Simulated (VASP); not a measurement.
# Bi (Im-3m) in VASP: a series of runs

The runs below take Bi through single point, with PBEsol.

Everything below comes from runs of VASP 6.6.1. Logs are shortened: lines on timing, memory, paths and dates and some standing lists are left out, and cuts for length are marked.

**1. The crystal as given**

Symmetry: Im-3m, No. 229, cubic system. The conventional cell has a = 3.755 Å, b = 3.755 Å, c = 3.755 Å, α = 90.00°, β = 90.00°, γ = 90.00°. Bi (site symmetry m-3m) has 8 Bi at 3.25 Å as nearest neighbours.

This isn't the form of Bi at room conditions, which is rhombohedral.

**2. Single point, PBEsol**

The input, INCAR:

```
SYSTEM = Bi
PREC = Accurate ; ENCUT = 520
EDIFF = 1E-6 ; ISMEAR = -1
SIGMA = 0.1 ; LREAL = .False.
LASPH = .True. ; NELM = 60
ALGO = Fast ; ISIF = 2
LWAVE = .False. ; LCHARG = .True.
GGA = PS ; LELF = .True.
LVHAR = .True. ; NBANDS = 14
```

The input, KPOINTS:

```
Automatic mesh
0
Gamma
  16 16 16
  0 0 0
```

The input, POSCAR:

```
Bi
1.0
   -1.8773423627      1.8773423627      1.8773423627
    1.8773423627     -1.8773423627      1.8773423627
    1.8773423627      1.8773423627     -1.8773423627
Bi
1
Direct
    0.0000000000      0.0000000000      0.0000000000
```

Potentials or basis: VASP PAW PBE potentials, release 64 (Bi_d).

The run is started by

```bash
> cat potpaw_PBE.64/Bi_d/POTCAR > POTCAR
> mpirun -np 1 vasp_std > vasp.out
```

OUTCAR:

```text
SYSTEM = Bi
   PREC = Accurate
   ENCUT = 520
   EDIFF = 1E-6
   ISMEAR = -1
   LREAL = .False.
   LASPH = .True.
   NELM = 60
   ISIF = 2
   GGA = PS

 ion  position               nearest neighbor table
   1  0.000  0.000  0.000-

  LATTYP: Found a body centered cubic cell.
 ALAT       =     3.7546847254

  Lattice vectors:

 A1 = (  -1.8773423627,   1.8773423627,   1.8773423627)
 A2 = (   1.8773423627,  -1.8773423627,   1.8773423627)
 A3 = (   1.8773423627,   1.8773423627,  -1.8773423627)

Analysis of symmetry for initial positions (statically):
=====================================================================
 Subroutine PRICEL returns:
 Original cell was already a primitive cell.

 Routine SETGRP: Setting up the symmetry group for a
 body centered cubic supercell.

 Subroutine GETGRP returns: Found 48 space group operations
 (whereof 48 operations were pure point group operations)
 out of a pool of 48 trial point group operations.

The static configuration has the point symmetry O_h .

Analysis of symmetry for dynamics (positions and initial velocities):
=====================================================================
 Subroutine PRICEL returns:
 Original cell was already a primitive cell.

 Routine SETGRP: Setting up the symmetry group for a
 body centered cubic supercell.

 Subroutine GETGRP returns: Found 48 space group operations
 (whereof 48 operations were pure point group operations)
 out of a pool of 48 trial point group operations.

The dynamic configuration has the point symmetry O_h .

 Subroutine INISYM returns: Found 48 space group operations
 (whereof 48 operations are pure point group operations),
 and found     1 'primitive' translations

----------------------------------------------------------------------------------------

                                     Primitive cell

  volume of cell :      26.4661

  direct lattice vectors                    reciprocal lattice vectors
    -1.877342363  1.877342363  1.877342363     0.000000000  0.266333946  0.266333946
     1.877342363 -1.877342363  1.877342363     0.266333946  0.000000000  0.266333946
     1.877342363  1.877342363 -1.877342363     0.266333946  0.266333946  0.000000000

  length of vectors
     3.251652355  3.251652355  3.251652355     0.376653079  0.376653079  0.376653079

  position of ions in fractional coordinates (direct lattice)
     0.000000000  0.000000000  0.000000000

  ion indices of the primitive-cell ions
   primitive index   ion index
                 1           1

----------------------------------------------------------------------------------------

 KPOINTS: Automatic mesh

Automatic generation of k-mesh.
 Grid dimensions read from file:
 generate k-points for:   16   16   16

 Generating k-lattice:

  Cartesian coordinates                     Fractional coordinates (reciprocal lattice)
     0.000000000  0.016645872  0.016645872     0.062500000  0.000000000  0.000000000
     0.016645872  0.000000000  0.016645872     0.000000000  0.062500000  0.000000000
     0.016645872  0.016645872  0.000000000     0.000000000  0.000000000  0.062500000

  Length of vectors
     0.023540817  0.023540817  0.023540817

  Shift w.r.t. Gamma in fractional coordinates (k-lattice)
     0.000000000  0.000000000  0.000000000

 Subroutine IBZKPT returns following result:
 ===========================================

 Found    145 irreducible k-points:

 Following reciprocal coordinates:
            Coordinates               Weight
  0.000000  0.000000  0.000000      1.000000
  0.062500  0.000000  0.000000     12.000000
  0.125000  0.000000  0.000000     12.000000
  0.187500  0.000000  0.000000     12.000000
  0.250000  0.000000  0.000000     12.000000
  0.312500  0.000000  0.000000     12.000000
[... 16 lines left out ...]
  0.187500  0.187500  0.000000     24.000000
  0.250000  0.187500 -0.000000     48.000000
 [... further k-points ...]
   k-points           NKPTS =    145   k-points in BZ     NKDIM =    145   number of bands    NBANDS=     14
   number of dos      NEDOS =    301   number of ions     NIONS =      1
   total plane-waves  NPLWV =  13824
   dimension x,y,z NGX =    24 NGY =   24 NGZ =   24
   dimension x,y,z NGXF=    48 NGYF=   48 NGZF=   48
   ions per type =               1
   NGX,Y,Z   is equivalent  to a cutoff of  12.27, 12.27, 12.27 a.u.
   NGXF,Y,Z  is equivalent  to a cutoff of  24.54, 24.54, 24.54 a.u.
 SYSTEM =  Bi
   PREC   = accura    normal or accurate (medium, high low for compatibility)
   ISTART =      0    job   : 0-new  1-cont  2-samecut
   ICHARG =      2    charge: 1-file 2-atom 10-const
   ISPIN  =      1    spin polarized calculation?
   LNONCOLLINEAR =      F non collinear calculations
   LSORBIT =      F    spin-orbit coupling
   LASPH  =      T    aspherical Exc in radial PAW
   ENCUT  =  520.0 eV  38.22 Ry    6.18 a.u.   6.05  6.05  6.05*2*pi/ulx,y,z
   NELM   =     60;   NELMIN=  2; NELMDL= -5     # of ELM steps
   EDIFF  = 0.1E-05   stopping-criterion for ELM
   LREAL  =      F    real-space projection
   EDIFFG = 0.1E-04   stopping-criterion for IOM
   NSW    =      0    number of steps for IOM
   IBRION =     -1    ionic relax: 0-MD 1-quasi-New 2-CG
   NFREE  =      0    steps in history (QN), initial steepest desc. (CG)
   ISIF   =      2    stress and relaxation
   ISYM   =      2    0-nonsym 1-usesym 2-fastsym
   POTIM  = 0.5000    time-step for ionic-motion
   TEBEG  =    0.0;   TEEND  =   0.0 temperature during run
   PSTRESS=    0.0 pullay stress
   NELECT =      15.0000    total number of electrons
   NUPDOWN=      -1.0000    fix difference up-down
   EMIN   =  10.00;   EMAX   =-10.00  energy-range for DOS
   EFERMI =   0.00;   METHOD = LEGACY
   ISMEAR =    -1;   SIGMA  =   0.10  broadening in eV -4-tet -1-fermi 0-gaus
   EFERMI_NEDOS =   21; number of points for ismear=-14 and -15
   IALGO  =     68    algorithm
   IMIX   =      4    mixing-type and parameters
     AMIX     =   0.40;   BMIX     =  1.00
     AMIX_MAG =   1.60;   BMIX_MAG =  1.00
  volume/ion in A,a.u.               =      26.47       178.60
  Fermi-wavevector in a.u.,A,eV,Ry     =   1.354800  2.560200 24.973254  1.835482
  Thomas-Fermi vector in A             =   2.481941
   LORBIT       =      0    0 simple, 1 ext, 2 COOP (PROOUT), +10 PAW based schemes
   GGA     = PS    functional components
   LHFCALC =     F    Hartree Fock is set to
   AEXX    =    0.0000 exact exchange contribution
   IVDW    =     0    specifies the selected vdW correction
   LEPSILON=     F    determine dielectric tensor
   LRPA    =     F    only Hartree local field effects (RPA)
 non-spin polarized calculation
 RMM-DIIS sequential band-by-band and
  energy-cutoff  :      520.00
  volume of cell :       26.47
 maximum number of plane-waves:       733
   NGX = 13   NGY = 13   NGZ = 13

 number of electron      14.9999992 magnetization

 Free energy of the ion-electron system (eV)
  ---------------------------------------------------
  ext. energy  EPLUGINS =         0.00000000
  ---------------------------------------------------
  free energy    TOTEN  =        -4.12999994 eV

  energy without entropy =       -4.11210857  energy(sigma->0) =       -4.12105425

 E-fermi :   9.9055     XC(G=0): -11.2355

 val. band max:        9.8857176212   @ k =   0.3125   0.1250   0.0625
 cond. band min:       9.9301302360   @ k =   0.3125   0.1875   0.1250
 fundamental gap:      0.0444126148
 Fermi energy:         9.9054840794

 k-point     1 :       0.0000    0.0000    0.0000
  band No.  band energies     occupation
      1     -13.1977      2.00000
      2     -13.1977      2.00000
      3     -13.1977      2.00000
      4     -12.9788      2.00000
      5     -12.9788      2.00000
      6      -4.8651      2.00000
      7      16.3184      0.00000
      8      16.3184      0.00000
      9      16.3184      0.00000
     10      20.3925      0.00000
     11      20.3925      0.00000
     12      20.3925      0.00000
     13      21.3445      0.00000
     14      22.7466      0.00000

 k-point     2 :       0.0625    0.0000    0.0000
  band No.  band energies     occupation
      1     -13.2005      2.00000
      2     -13.1936      2.00000
      3     -13.1846      2.00000
      4     -12.9820      2.00000
      5     -12.9792      2.00000
      6      -4.7788      2.00000
      7      15.3950      0.00000
      8      16.0167      0.00000
      9      16.2111      0.00000
     10      19.7804      0.00000
     11      20.1406      0.00000
     12      20.3003      0.00000
     13      21.9094      0.00000
     14      23.1290      0.00000

 k-point     3 :       0.1250    0.0000    0.0000
  band No.  band energies     occupation
      1     -13.2084      2.00000
      2     -13.1828      2.00000
      3     -13.1471      2.00000
      4     -12.9905      2.00000
      5     -12.9804      2.00000
      6      -4.5202      2.00000
      7      13.4883      0.00000
      8      15.2884      0.00000
      9      15.8976      0.00000
     10      18.8910      0.00000
     11      19.6447      0.00000
     12      20.2432      0.00000
     13      22.5706      0.00000
     14      24.0379      0.00000
[... 324 lines left out ...]
 k-point    23 :       0.1875    0.1875    0.0000
  band No.  band energies     occupation
      1     -13.2205      2.00000
      2     -13.1520      2.00000
      3     -13.0172      2.00000
      4     -12.9964      2.00000
      5     -12.9572      2.00000
      6      -2.6066      2.00000
      7       7.8916      2.00000
      8      10.6989      0.00072
      9      13.6805      0.00000
     10      18.8354      0.00000
     11      19.4414      0.00000
     12      22.2156      0.00000
     13      23.8146      0.00000
     14      25.3082      0.00000

 k-point    24 :       0.2500    0.1875   -0.0000
  band No.  band energies     occupation
      1     -13.2252      2.00000
      2     -13.1385      2.00000
      3     -13.0132      2.00000
      4     -13.0008      2.00000
      5     -12.9237      2.00000
      6      -1.8571      2.00000
      7       6.6066      2.00000
      8       9.6745      1.81940
      9      13.2604      0.00000
     10      18.6777      0.00000
     11      19.9481      0.00000
     12      22.4618      0.00000
     13      24.8736      0.00000
     14      25.0122      0.00000

 [... further k-points ...]
[... 5 lines left out ...]
  --------------------------------------------------------------------------------------
  -------------------------------------------------------------------------------------
  Total        1.6634308      1.6634308      1.6634308      0.0000000      0.0000000     -0.0000000
  in kB      100.6989373    100.6989373    100.6989373      0.0000000      0.0000000     -0.0000000
  external PRESSURE =     100.6989373 kB  Pullay stress =       0.0000000 kB

 VOLUME and BASIS-vectors are now :
 -----------------------------------------------------------------------------
  energy-cutoff  :      520.00
  volume of cell :       26.47
      direct lattice vectors                 reciprocal lattice vectors
    -1.877342363  1.877342363  1.877342363     0.000000000  0.266333946  0.266333946
     1.877342363 -1.877342363  1.877342363     0.266333946  0.000000000  0.266333946
     1.877342363  1.877342363 -1.877342363     0.266333946  0.266333946  0.000000000

 POSITION                                       TOTAL-FORCE (eV/Angst)
 -----------------------------------------------------------------------------------
      0.00000      0.00000      0.00000        -0.000000      0.000000     -0.000000
 -----------------------------------------------------------------------------------
    total drift:                                0.000000      0.000000     -0.000000

  FREE ENERGIE OF THE ION-ELECTRON SYSTEM (eV)
  ---------------------------------------------------
  free  energy   TOTEN  =        -4.1299999441 eV

  energy  without entropy=       -4.1121085652  energy(sigma->0) =       -4.12105425
```

It took 28 s on 1 thread of Intel Xeon Platinum 8488C (Sapphire Rapids), shared host; peak memory 0.16 GiB.

Results:

| Item | Value |
| --- | --- |
| Free energy | -4.1300 eV |
| Pressure | 10.1 GPa |
| Band gap on the k mesh | none (metal or under the smearing width) |

Levels at points of the mesh, in eV from the Fermi level:
```tsv
k point	band 5	band 6	band 7	band 8	band 9	band 10	band 11	band 12
(0.00, 0.00, 0.00)	-22.88	-14.77	6.41	6.41	6.41	10.49	10.49	10.49
(0.50, 0.00, 0.00)	-22.75	-10.71	-6.09	1.92	3.89	6.63	8.05	13.45
(0.50, 0.50, 0.50)	-22.78	-7.78	-2.18	-2.18	-2.18	3.40	3.40	15.84
```

Caveat: the PAW data sets were made with another functional, which shifts forces and pressure a little; spin-orbit coupling is left out, which moves the levels of the heavy elements.

[end of part 1 of 2]
